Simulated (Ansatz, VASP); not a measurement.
# TaN in VASP and in Ansatz

```
Ta N
1.0
     3.00327    0.00000    0.00000
    -1.50164    2.60091    0.00000
     0.00000    0.00000    2.72126
Ta N
1 1
Direct
  0.33333 0.66667 0.50000
  0.00000 0.00000 0.00000
```

Alike in both runs: task single point; functional PBEsol; k mesh 21 × 21 × 18; occupations gaussian, width 0.15 eV; no spin polarisation.

|  | VASP | Ansatz |
| --- | --- | --- |
| version | VASP 6.6.1 | Ansatz 0.2.0 |
| potentials or method | VASP PAW PBE potentials, release 64 (Ta_pv, N) | scalar-relativistic, plane waves, PAW |
| plane-wave cutoff (eV) | 520 | 520 |
| valence electrons in the cell | 16 | 18 |

Ansatz gave:

* gap on the k mesh at the Fermi level (eV): none
* pressure (GPa): 3.8
* largest component of the traceless stress (GPa): 36.46

Q: Estimate VASP's values.

A: gap on the k mesh at the Fermi level (eV): none; pressure (GPa): 4.7; largest component of the traceless stress (GPa): 36.65.

A gap of «none» marks a metal or a gap that the smearing closes. The functional is the same, so the differences come from potentials, cutoffs and numerics. The two sets of potentials don't hold the same shells in valence.

Caveats: the PAW data sets were made with another functional, which shifts forces and pressure a little (VASP). The runs have no spin-orbit coupling, so splittings on Ta are missing.
